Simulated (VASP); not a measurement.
# Pd in VASP: a series of runs, part 2 of 2

VASP 6.6.1.

## (3) Single point, r2SCAN

This run uses another cell than the first one, of 16.14 Å³/atom, 1.032 times its volume.

Contents of POSCAR:

```
Pd
1.0
    2.6704005353      0.0000000000      0.0000000000
   -1.3352002677      2.3126347019      0.0000000000
    0.0000000000      0.0000000000      2.6132676980
Pd
1
Direct
    0.0000000000      0.0000000000      0.0000000000
```

Contents of INCAR.step1:

```
SYSTEM = Pd
ALGO = Normal
EDIFF = 1E-4
ENCUT = 520
GGA = PE
ISMEAR = 0
LASPH = .True.
LCHARG = .False.
LREAL = .False.
LWAVE = .True.
NBANDS = 11
NELM = 100
PREC = Accurate
SIGMA = 0.1
```

Contents of INCAR.step2:

```
SYSTEM = Pd
ALGO = Normal
EDIFF = 1E-6
ENCUT = 520
ISIF = 2
ISMEAR = 0
ISTART = 1
LASPH = .True.
LCHARG = .False.
LMIXTAU = .True.
LREAL = .False.
LWAVE = .False.
METAGGA = R2SCAN
NBANDS = 11
NELM = 100
PREC = Accurate
SIGMA = 0.1
```

Contents of KPOINTS:

```
k-points
0
Gamma
  9 9 8
  0 0 0
```

Potentials or basis: VASP PAW PBE potentials, release 64 (Pd).

Started as:

```sh
$ cat potpaw_PBE.64/Pd/POTCAR > POTCAR
$ cp INCAR.step1 INCAR
$ mpirun -np 1 vasp_std > vasp.out
$ cp INCAR.step2 INCAR
$ mpirun -np 1 vasp_std > vasp.out
```

OUTCAR:

```text
SYSTEM = Pd
   EDIFF = 1E-6
   ENCUT = 520
   ISIF = 2
   ISMEAR = 0
   ISTART = 1
   LASPH = .True.
   LREAL = .False.
   METAGGA = R2SCAN
   NELM = 100
   PREC = Accurate

 ion  position               nearest neighbor table
   1  0.000  0.000  0.000-

  LATTYP: Found a hexagonal cell.
 ALAT       =     2.6704005353
 C/A-ratio  =     0.9786051431

  Lattice vectors:

 A1 = (   2.6704005353,   0.0000000000,   0.0000000000)
 A2 = (  -1.3352002677,   2.3126347019,   0.0000000000)
 A3 = (   0.0000000000,   0.0000000000,   2.6132676980)

Analysis of symmetry for initial positions (statically):
=====================================================================
 Subroutine PRICEL returns:
 Original cell was already a primitive cell.

 Routine SETGRP: Setting up the symmetry group for a
 hexagonal supercell.

 Subroutine GETGRP returns: Found 24 space group operations
 (whereof 24 operations were pure point group operations)
 out of a pool of 24 trial point group operations.

The static configuration has the point symmetry D_6h.

Analysis of symmetry for dynamics (positions and initial velocities):
[... 166 lines left out ...]
 k-point     1 :       0.0000    0.0000    0.0000
  band No.  band energies     occupation
      1       1.7822      2.00000
      2       3.4490      2.00000
      3       5.5784      2.00000
      4       5.5784      2.00000
      5       8.2940      1.61570
      6       8.2940      1.61570
      7      24.8553      0.00000
      8      26.7690      0.00000
      9      30.9943      0.00000
     10      32.1013      0.00000
     11      32.1013      0.00000
[... 309 lines left out ...]
 k-point    24 :       0.3333    0.3333    0.1250
  band No.  band energies     occupation
      1       5.1451      2.00000
      2       5.1924      2.00000
      3       5.1924      2.00000
      4       6.6806      2.00000
      5       6.6806      2.00000
      6      16.0979      0.00000
      7      16.0979      0.00000
      8      16.1947      0.00000
      9      30.6521      0.00000
     10      30.6521      0.00000
     11      31.0975      0.00000

 [... further k-points ...]

------------------------ aborting loop because EDIFF is reached ----------------------------------------

  FORCE on cell =-STRESS in cart. coord.  units (eV):
  Direction    XX          YY          ZZ          XY          YZ          ZX
  --------------------------------------------------------------------------------------
  -------------------------------------------------------------------------------------
  Total        0.0598967      0.0598967      0.0714947     -0.0000000      0.0000000      0.0000000
  in kB        5.9462926      5.9462926      7.0976881     -0.0000000      0.0000000      0.0000000
  external PRESSURE =       6.3300911 kB  Pullay stress =       0.0000000 kB

 VOLUME and BASIS-vectors are now :
 -----------------------------------------------------------------------------
  energy-cutoff  :      520.00
  volume of cell :       16.14
      direct lattice vectors                 reciprocal lattice vectors
     2.670400535  0.000000000  0.000000000     0.374475659  0.216203622  0.000000000
    -1.335200268  2.312634702  0.000000000     0.000000000  0.432407245  0.000000000
     0.000000000  0.000000000  2.613267698     0.000000000  0.000000000  0.382662672

 POSITION                                       TOTAL-FORCE (eV/Angst)
 -----------------------------------------------------------------------------------
      0.00000      0.00000      0.00000         0.000000      0.000000      0.000000
 -----------------------------------------------------------------------------------
    total drift:                               -0.000000      0.000000      0.000000

  FREE ENERGIE OF THE ION-ELECTRON SYSTEM (eV)
  ---------------------------------------------------
  free  energy   TOTEN  =       -22.7081561361 eV

  energy  without entropy=      -22.7031361279  energy(sigma->0) =      -22.70564613
```

It took 60 s on 1 thread of Intel Xeon Platinum 8375C at 2.90GHz (Ice Lake), shared host; peak memory 0.13 GiB.

What came out:

```
Free energy            : -22.7082 eV
Pressure               : 0.6 GPa
Band gap on the k mesh : none (metal or under the smearing width)
```

Stress tensor (GPa, compression positive):
```
0.59 0.00 0.00
0.00 0.59 0.00
0.00 0.00 0.71
```

Levels at points of the mesh, in eV from the Fermi level:
| k point | band 2 | band 3 | band 4 | band 5 | band 6 | band 7 | band 8 | band 9 |
| --- | --- | --- | --- | --- | --- | --- | --- | --- |
| (0.00, 0.00, 0.00) | -4.91 | -2.78 | -2.78 | -0.06 | -0.06 | 16.50 | 18.41 | 22.64 |
| (0.00, 0.00, 0.50) | -2.46 | -2.46 | -1.45 | -1.45 | 0.23 | 4.98 | 21.41 | 22.75 |

Caveat: the PAW data sets were made with another functional, which shifts forces and pressure a little.

## (4) Relaxation of cell and atoms, r2SCAN

This run uses another cell than the first one, of 15.27 Å³/atom, 0.977 times its volume.

Contents of POSCAR:

```
Pd
1.0
    2.6625735786      0.0000000000      0.0000000000
   -1.3312867893      2.3058563585      0.0000000000
    0.0000000000      0.0000000000      2.4878421875
Pd
1
Direct
    0.0000000000      0.0000000000      0.0000000000
```

Contents of INCAR.step1:

```
SYSTEM = Pd
PREC = Accurate
ENCUT = 600
ISMEAR = 0
SIGMA = 0.1
LREAL = .FALSE.
LASPH = .TRUE.
NELM = 100
GGA = PE
ALGO = Normal
EDIFF = 1E-4
LWAVE = .TRUE.
LCHARG = .FALSE.
```

Contents of INCAR.step2:

```
SYSTEM = Pd
PREC = Accurate
ENCUT = 600
EDIFF = 1E-6
ISMEAR = 0
SIGMA = 0.1
LREAL = .FALSE.
LASPH = .TRUE.
NELM = 100
ALGO = Normal
ISIF = 3
LWAVE = .FALSE.
LCHARG = .FALSE.
METAGGA = R2SCAN
LMIXTAU = .TRUE.
IBRION = 2
NSW = 90
EDIFFG = -0.04
ISTART = 1
```

Contents of KPOINTS:

```
regular mesh
0
G
  9 9 8
  0 0 0
```

Started as:

```sh
$ cat potpaw_PBE.64/Pd/POTCAR > POTCAR
$ cp INCAR.step1 INCAR
$ mpirun -np 1 vasp_std > vasp.out
$ cp INCAR.step2 INCAR
$ mpirun -np 1 vasp_std > vasp.out
```

Wall time 4.6 min (1 thread of Intel Xeon Platinum 8375C at 2.90GHz (Ice Lake), shared host); peak memory 0.15 GiB.

Results (log left out):

```
Free energy                            : -22.7075 eV
Relaxed volume                         : 16.18 Å³/atom
Relaxed cell                           : a = 2.673 Å, b = 2.673 Å, c = 2.615 Å, α = 90.00°, β = 90.00°, γ = 120.00°
Space group after relaxing (to 0.05 Å) : P6/mmm (No. 191)
Energy gained by relaxing              : 59.6 meV/atom
Ionic steps                            : 7
Pressure after relaxing                : 0.1 GPa
Band gap on the k mesh                 : none (metal or under the smearing width)
```

Stress tensor (GPa, compression positive):
```
0.07 0.00 0.00
0.00 0.07 0.00
0.00 0.00 0.27
```

Step by step:
```
step  energy change (eV)  largest force (eV/Å)  pressure (GPa)  volume (Å³)
   1              0.0000                0.0000           11.21        15.27
   2              0.0116                0.0000           -9.93        17.71
   3             -0.0588                0.0000           -1.25        16.32
   4             -0.0589                0.0000           -0.98        16.30
   5             -0.0589                0.0000           -0.83        16.28
   6             -0.0590                0.0000            1.09        16.10
   7             -0.0596                0.0000            0.14        16.18
```

Final structure:
```
Pd
1.0
     2.67294    0.00000    0.00000
    -1.33647    2.31483    0.00000
     0.00000    0.00000    2.61549
Pd
1
Direct
  0.00000 0.00000 0.00000
```

Levels at points of the mesh, in eV from the Fermi level:
```csv
k point,band 3,band 4,band 5,band 6,band 7,band 8
"(0.00, 0.00, 0.00)",-2.77,-2.77,-0.06,-0.06,16.48,18.41
"(0.00, 0.00, 0.50)",-2.45,-1.45,-1.45,0.24,4.96,21.40
```

Caveat: the PAW data sets were made with another functional, which shifts forces and pressure a little.

## (5) Single point, r2SCAN

This run uses another cell than the first one, of 16.15 Å³/atom, 1.033 times its volume.

Contents of POSCAR:

```
Pd
1.0
    2.6696188674      0.0000000000      0.0000000000
   -1.3348094337      2.3119577576      0.0000000000
    0.0000000000      0.0000000000      2.6163341130
Pd
1
Direct
    0.0000000000      0.0000000000      0.0000000000
```

Contents of INCAR.step1:

```
ALGO = Normal
EDIFF = 1E-4
ENCUT = 520
GGA = PE
ISMEAR = 0
LASPH = T
LCHARG = F
LREAL = F
LWAVE = T
NBANDS = 11
NELM = 100
PREC = Accurate
SIGMA = 0.1
```

Contents of INCAR.step2:

```
ALGO = Normal
EDIFF = 1E-6
ENCUT = 520
ISIF = 2
ISMEAR = 0
ISTART = 1
LASPH = T
LCHARG = F
LMIXTAU = T
LREAL = F
LWAVE = F
METAGGA = R2SCAN
NBANDS = 11
NELM = 100
PREC = Accurate
SIGMA = 0.1
```

Contents of KPOINTS:

```
k-points
0
Gamma
  24 24 22
```

Started as:

```sh
$ cat potpaw_PBE.64/Pd/POTCAR > POTCAR
$ cp INCAR.step1 INCAR
$ mpirun -np 1 vasp_std > vasp.out
$ cp INCAR.step2 INCAR
$ mpirun -np 1 vasp_std > vasp.out
```

It took 8.3 min on 1 thread of Intel Xeon Platinum 8375C at 2.90GHz (Ice Lake), shared host; peak memory 0.24 GiB.

The run converged. Its results:

* Free energy: -22.7152 eV
* Pressure: 0.6 GPa
* Band gap on the k mesh: none (metal or under the smearing width)

Levels at points of the mesh, in eV from the Fermi level:
```
           k point  band 2  band 3  band 4  band 5  band 6  band 7  band 8  band 9
(0.00, 0.00, 0.00)   -4.88   -2.80   -2.80   -0.05   -0.05   16.44   18.40   22.66
(0.50, 0.00, 0.00)   -3.85   -1.91   -0.44    0.36    1.43    7.11   15.73   20.57
(0.00, 0.00, 0.50)   -2.48   -2.48   -1.43   -1.43    0.24    4.97   21.36   22.77
(0.50, 0.00, 0.50)   -4.60   -2.11    0.48    1.03    6.63    7.24   14.41   14.71
```

Caveat: the PAW data sets were made with another functional, which shifts forces and pressure a little.

## (6) Single point, r2SCAN

This run uses another cell than the first one, of 15.27 Å³/atom, 0.977 times its volume.

Contents of POSCAR:

```
Pd
1.0
    2.6625735786      0.0000000000      0.0000000000
   -1.3312867893      2.3058563585      0.0000000000
    0.0000000000      0.0000000000      2.4878421875
Pd
1
Direct
    0.0000000000      0.0000000000      0.0000000000
```

Contents of INCAR.step1:

```
SYSTEM = Pd
PREC     = Accurate       ! precision mode
ENCUT    = 520            ! plane-wave cutoff, eV
ISMEAR   = 0              ! smearing method
SIGMA    = 0.1            ! smearing width, eV
LREAL    = .False.        ! projectors in reciprocal space
LASPH    = .True.         ! aspherical terms in the spheres
NELM     = 100            ! most SCF steps
NBANDS   = 11             ! bands
GGA      = PE             ! functional
ALGO     = Normal         ! electronic algorithm
EDIFF    = 1E-4           ! SCF threshold, eV
LWAVE    = .True.         ! write WAVECAR
LCHARG   = .False.        ! write CHGCAR
```

Contents of INCAR.step2:

```
SYSTEM = Pd
PREC     = Accurate       ! precision mode
ENCUT    = 520            ! plane-wave cutoff, eV
EDIFF    = 1E-6           ! SCF threshold, eV
ISMEAR   = 0              ! smearing method
SIGMA    = 0.1            ! smearing width, eV
LREAL    = .False.        ! projectors in reciprocal space
LASPH    = .True.         ! aspherical terms in the spheres
NELM     = 100            ! most SCF steps
ALGO     = Normal         ! electronic algorithm
ISIF     = 2              ! what is computed and relaxed
LWAVE    = .False.        ! write WAVECAR
LCHARG   = .False.        ! write CHGCAR
METAGGA  = R2SCAN         ! meta-GGA
LMIXTAU  = .True.       
NBANDS   = 11             ! bands
ISTART   = 1
```

Contents of KPOINTS:

```
Automatic mesh
0
Gamma
  9 9 8
  0 0 0
```

Potentials or basis: VASP PAW PBE potentials, release 64 (Pd).

Started as:

```sh
$ cat potpaw_PBE.64/Pd/POTCAR > POTCAR
$ cp INCAR.step1 INCAR
$ mpirun -np 1 vasp_std > vasp.out
$ cp INCAR.step2 INCAR
$ mpirun -np 1 vasp_std > vasp.out
```

Run time: 62 s. Hardware: 1 thread of Intel Xeon Platinum 8375C at 2.90GHz (Ice Lake), shared host; peak memory 0.13 GiB.

The run converged. Its results:

- Free energy: -22.6480 eV
- Pressure: 11.2 GPa
- Band gap on the k mesh: none (metal or under the smearing width)

Stress tensor (GPa, compression positive):
```
 3.94  0.00  0.00
 0.00  3.94  0.00
 0.00  0.00 25.75
```

Levels at points of the mesh, in eV from the Fermi level:
| k point | band 1 | band 2 | band 3 | band 4 | band 5 | band 6 | band 7 | band 8 | band 9 | band 10 |
| --- | --- | --- | --- | --- | --- | --- | --- | --- | --- | --- |
| (0.00, 0.00, 0.00) | -7.05 | -5.55 | -3.06 | -3.06 | -0.04 | -0.04 | 17.99 | 18.22 | 22.50 | 23.44 |
| (0.00, 0.00, 0.50) | -4.77 | -2.60 | -2.60 | -1.98 | -1.98 | 0.27 | 6.05 | 21.57 | 22.56 | 24.45 |

Caveat: the PAW data sets were made with another functional, which shifts forces and pressure a little.

## (7) Overview

```csv
task,cell,k mesh,cutoff (eV),mesh quality,gap on the mesh (eV),pressure (GPa),relaxed volume (Å³/atom)
relaxation of cell and atoms,relaxed,8 × 8 × 8,600,coarse,none,0.4,15.00
single point,"P6/mmm, 16.14 Å³/atom",9 × 9 × 8,520,not flagged,none,0.6,-
relaxation of cell and atoms,relaxed,9 × 9 × 8,600,not flagged,none,0.1,16.18
single point,"P6/mmm, 16.15 Å³/atom",24 × 24 × 22,520,not flagged,none,0.6,-
single point,"P6/mmm, 15.27 Å³/atom",9 × 9 × 8,520,not flagged,none,11.2,-
```

Alike in all rows: level r2SCAN; potentials or basis VASP PAW PBE potentials, release 64 (Pd); no spin polarisation; smearing gaussian 0.1 eV.

Caveats: some runs use coarse meshes; the PAW data sets were made with another functional, which shifts forces and pressure a little.

Total energies depend on the potentials used, so only differences within one code and one set of settings carry meaning.
